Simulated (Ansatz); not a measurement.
## Relativistic treatment of Ge

```yaml
crystal:
  lattice:
    - [2.71207, 0.00000, 0.00000]
    - [0.00000, 2.71207, 0.00000]
    - [0.00000, 0.00000, 2.71207]
  atoms:
    - { symbol: Ge, position: [0.00000, 0.00000, 0.00000] }
```

The cell was built from the sc type and relaxed in the same program, and has space group Pm-3m; it needn't be a known or the stable phase.

One fixed cell is solved with PBE by PAW (frozen-core files) in Ansatz 0.2.0 under different relativistic treatments. Pressure is positive in compression.

Numerical set-up: a Γ-centred 13×13×13 k mesh, Fermi–Dirac smearing of 0.05 eV, cutoff 420 eV, no spin polarisation.

```
                 setting  P (GPa)  lowest level at Γ above −25 eV, from the valence-band top or, without a gap, the Fermi level (eV)
     scalar-relativistic     0.00                                                                                                  ?
with spin–orbit coupling    -0.01                                                                                                  ?
```

Q: Fill in "lowest level at Γ above −25 eV, from the valence-band top or, without a gap, the Fermi level (eV)" for the row "scalar-relativistic".

A: -24.71.

Q: Fill in "lowest level at Γ above −25 eV, from the valence-band top or, without a gap, the Fermi level (eV)" for the row "with spin–orbit coupling".

A: -24.94.
